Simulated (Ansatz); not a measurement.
Method: PBE, scalar-relativistic; no spin polarisation; PAW, 420 eV, 12×12×12 k-mesh, Gaussian smearing of 0.05 eV; code Ansatz. The datasets are Ansatz's generated set soft_2.

The calculation on BeX, where X is one element, gave:

```yaml
Space_group: F-43m (No. 216)
Conventional_cell: a = 4.876 Å, b = 4.876 Å, c = 4.876 Å, α = 90.00°, β = 90.00°, γ = 90.00°
Volume: 14.49 Å³/atom
Band_gap: 3.15 eV
Smallest_direct_gap: 5.61 eV
Bader_charges: Be 1.62; X -1.62 e
Formation_energy_from_the_elements_0_K_uncorrected: -1.07 eV/atom
Bulk_modulus_Birch–Murnaghan: 93 GPa
Pressure_derivative_B0′: 3.8
```

Sites: Be on 4a, X on 4c.

**Question.** Which element is X?
A. Si
B. S
C. P
D. Cl

**Answer.** B. X is S, so the compound is BeS.

The chain of runs began from a cell as deposited in COD, expanded in volume. Of that entry: the entry's cell lengths or inner coordinates differ somewhat from later room-temperature determinations.

Semilocal functionals underestimate band gaps, commonly by a third or more.
